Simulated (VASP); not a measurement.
BeTe in VASP 6.6.1, relaxation

INCAR

```
LWAVE = .FALSE.
LREAL = .FALSE.
PREC = Accurate
ENCUT = 600
LCHARG = .FALSE.
NBANDS = 11
SIGMA = 0.2
EDIFFG = -5E-3
GGA = PS
LASPH = .TRUE.
EDIFF = 1E-7
ISMEAR = -5
ISIF = 3
IBRION = 2
NELM = 120
NSW = 40
```

KPOINTS

```
KPOINTS created by Atomic Simulation Environment
0
Gamma
6 6 6
0 0 0
```

POSCAR

```
Be Te
 1.0000000000000000
     3.3564374215858606    0.0000000000000000    0.0000000000000000
     0.0000000000000000    3.3564374215858606    0.0000000000000000
     0.0000000000000000    0.0000000000000000    3.3564374215858606
 Be  Te
   1   1
Cartesian
 -0.0000000000000000  0.0000000000000000  0.0000000000000000
  1.6782187107929301  1.6782187107929301  1.6782187107929301
```

The recommended PBE PAW datasets give the neutral cell 8 valence electrons.

Command

```
mpirun -np 1 vasp_std
```

OSZICAR

```
N       E                     dE             d eps       ncg     rms          rms(c)
DAV:   1     0.184082314405E+02    0.18408E+02   -0.36609E+03   440   0.659E+02
DAV:   2    -0.531398854646E+01   -0.23722E+02   -0.23168E+02   608   0.956E+01
DAV:   3    -0.617062020547E+01   -0.85663E+00   -0.86417E+00   543   0.172E+01
DAV:   4    -0.617740313127E+01   -0.67829E-02   -0.71126E-02   537   0.202E+00
DAV:   5    -0.617750207879E+01   -0.98948E-04   -0.10129E-03   557   0.233E-01    0.816E+00
DAV:   6    -0.617035096731E+01    0.71511E-02   -0.33075E-03   518   0.284E-01    0.500E+00
DAV:   7    -0.616610507137E+01    0.42459E-02   -0.45264E-03   515   0.414E-01    0.203E-01
DAV:   8    -0.616649813594E+01   -0.39306E-03   -0.33950E-04   512   0.803E-02    0.858E-02
DAV:   9    -0.616647236433E+01    0.25772E-04   -0.13075E-05   536   0.228E-02    0.755E-03
DAV:  10    -0.616646353871E+01    0.88256E-05   -0.25592E-07   528   0.296E-03    0.192E-03
...
DAV:   1    -0.617691641608E+01    0.88102E-03   -0.20349E-03   464   0.185E-01    0.560E-02
DAV:   2    -0.617717856049E+01   -0.26214E-03   -0.24099E-04   455   0.658E-02    0.257E-02
DAV:   3    -0.617731353647E+01   -0.13498E-03   -0.53538E-05   485   0.306E-02    0.209E-02
DAV:   4    -0.617731350955E+01    0.26912E-07   -0.16576E-06   482   0.789E-03    0.216E-02
DAV:   5    -0.617731501614E+01   -0.15066E-05   -0.93313E-07   498   0.443E-03    0.543E-03
DAV:   6    -0.617731211152E+01    0.29046E-05   -0.31097E-08   265   0.103E-03    0.204E-03
DAV:   7    -0.617731040722E+01    0.17043E-05   -0.79312E-09   250   0.561E-04    0.596E-04
DAV:   8    -0.617731027987E+01    0.12735E-06   -0.75752E-10   247   0.198E-04    0.196E-04
DAV:   9    -0.617731019743E+01    0.82442E-07   -0.16789E-10   241   0.919E-05
   4 F= -.61773102E+01 E0= -.61773102E+01  d E =-.108469E-01
```

From OUTCAR

```
k-points           NKPTS =     20   k-points in BZ     NKDIM =     20   number of bands    NBANDS=     11

   NELECT =       8.0000    total number of electrons

   dimension x,y,z NGX =    28 NGY =   28 NGZ =   28
   dimension x,y,z NGXF=    56 NGYF=   56 NGZF=   56

  energy-cutoff  :      600.00
  volume of cell :       36.86
      direct lattice vectors                 reciprocal lattice vectors
     3.327988952 -0.000000000 -0.000000000     0.300481767  0.000000000 -0.000000000
    -0.000000000  3.327988952 -0.000000000     0.000000000  0.300481767 -0.000000000
     0.000000000  0.000000000  3.327988952     0.000000000  0.000000000  0.300481767

 k-points in reciprocal lattice and weights: KPOINTS created by Atomic Simulation Env
   0.00000000  0.00000000  0.00000000       0.005
   0.16666667  0.00000000  0.00000000       0.028
   0.33333333  0.00000000  0.00000000       0.028
   0.50000000  0.00000000  0.00000000       0.014
   0.16666667  0.16666667  0.00000000       0.056
   0.33333333  0.16666667  0.00000000       0.111
   0.50000000  0.16666667  0.00000000       0.056
   0.33333333  0.33333333  0.00000000       0.056
   ...

 E-fermi :   8.1402

 k-point     1 :       0.0000    0.0000    0.0000
  band No.  band energies     occupation
      1      -6.0999      2.00000
      2       6.9173      2.00000
      3       6.9173      2.00000
      4       6.9173      2.00000
      5       8.9795      0.00000
      6      12.1632      0.00000
      7      12.1632      0.00000
      8      16.6071      0.00000
      9      16.6071      0.00000
     10      16.6071      0.00000
     11      22.5586      0.00000

 k-point     2 :       0.1667    0.0000    0.0000
  band No.  band energies     occupation
      1      -5.7985      2.00000
      2       4.4550      2.00000
      3       7.2683      1.99954
      4       7.2683      2.05987
      5       9.8241      0.00000
      6      12.4918      0.00000
      7      14.6515      0.00000
      8      15.4822      0.00000
      9      15.4822      0.00000
     10      15.7133      0.00000
     11      20.7375      0.00000

 k-point     3 :       0.3333    0.0000    0.0000
  band No.  band energies     occupation
      1      -5.0124      2.00000
      2       1.6141      2.00000
      3       8.2325      1.87797
      4       8.2325      1.00646
      5      10.5789      0.00000
      6      13.2624      0.00000
      7      13.2624      0.00000
      8      13.4597      0.00000
      9      14.0489      0.00000
     10      17.7346      0.00000
     11      19.3215      0.00000

 k-point     4 :       0.5000    0.0000    0.0000
  band No.  band energies     occupation
      1      -4.4308      2.00000
      2       0.3102      2.00000
      3       9.0805      1.33058
      4       9.0805      0.05918
      5      11.1642      0.00000
      6      11.8982      0.00000
      7      11.8982      0.00000
      8      13.0533      0.00000
      9      14.6065      0.00000
     10      15.9059      0.00000
     11      23.1499      0.00000

 k-point     5 :       0.1667    0.1667    0.0000
  band No.  band energies     occupation
      1      -5.4959      2.00000
      2       4.6412      2.00000
      3       4.9337      2.00039
      4       7.6121      1.96605
      5      10.8610      0.00000
      6      13.3622      0.00000
      7      14.3107      0.00000
      8      14.9701      0.00000
      9      15.4608      0.00000
     10      16.0187      0.00000
     11      20.0625      0.00000

 ...

  Total       -0.0019576     -0.0019576     -0.0019576     -0.0000000      0.0000000     -0.0000000
  in kB       -0.0850918     -0.0850918     -0.0850918     -0.0000000      0.0000000     -0.0000000
  external PRESSURE =      -0.0850918 kB  Pullay stress =       0.0000000 kB

 POSITION                                       TOTAL-FORCE (eV/Angst)
 -----------------------------------------------------------------------------------
      0.00000      0.00000      0.00000         0.000000      0.000000      0.000000
      1.66399      1.66399      1.66399        -0.000000     -0.000000      0.000000
 -----------------------------------------------------------------------------------
    total drift:                               -0.000000      0.000000      0.000000

  FREE ENERGIE OF THE ION-ELECTRON SYSTEM (eV)
  ---------------------------------------------------
  free  energy   TOTEN  =        -6.1773101974 eV

  energy  without entropy=       -6.1773101974  energy(sigma->0) =       -6.17731020
```

```
ionic step  ΔE (meV/atom)  volume (Å³)  largest force (eV/Å)  pressure (GPa)  electronic steps
         1            0.0        37.81                 0.000           -1.68                14
         2           -5.7        36.74                 0.000            0.21                 9
         3           -5.7        36.77                 0.000            0.16                 4
         4           -5.4        36.86                 0.000           -0.01                 9
```

It converged. Results: relaxed cell vector lengths 3.328, 3.328, 3.328 Å; relaxed cell volume 36.86 Å³.

These settings aren't sound, so the numbers aren't properties of the crystal.

On sound settings the PBEsol relaxation ends at 36.64 Å³.

The run took about 20 s on one core of a shared host (Intel Xeon Platinum 8488C) and held 0.17 GiB at most.
